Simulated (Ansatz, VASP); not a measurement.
ZnSe: VASP beside Ansatz

```xyz
2
Lattice="0.0000 2.8894 2.8894 2.8894 0.0000 2.8894 2.8894 2.8894 0.0000" Properties=species:S:1:pos:R:3 pbc="T T T"
Zn    0.0000    0.0000    0.0000
Se    1.4447    1.4447    1.4447
```

Change from the starting cell: volume scaled by 1.06, ions relaxed.

Alike in both runs: functional PBE; k mesh 13 × 13 × 13; occupations fermi-dirac, width 0.02 eV; no spin polarisation.

Ansatz relaxed the structure, and its values are those at the end. VASP's run is a single point on that final structure, the one shown.

```csv
,VASP,Ansatz
version,VASP 6.6.1,Ansatz 0.2.0
potentials or method,"VASP PAW PBE potentials, release 64 (Zn, Se)","plane-wave PAW, scalar-relativistic"
plane-wave cutoff (eV),520,420
valence electrons in the cell,18,28
```

Ansatz gave:

```
gap on the k mesh at the Fermi level (eV) : 1.06
pressure (GPa)                            : -1.3
```

Task: What did VASP give for the same quantities?

Result: gap on the k mesh at the Fermi level (eV): 1.06; pressure (GPa): -1.1.

With one functional, cell and mesh, what is left measures potentials, basis and numerics. The two sets of potentials don't hold the same shells in valence. Ansatz warned: «stress_scf_threshold_loose».
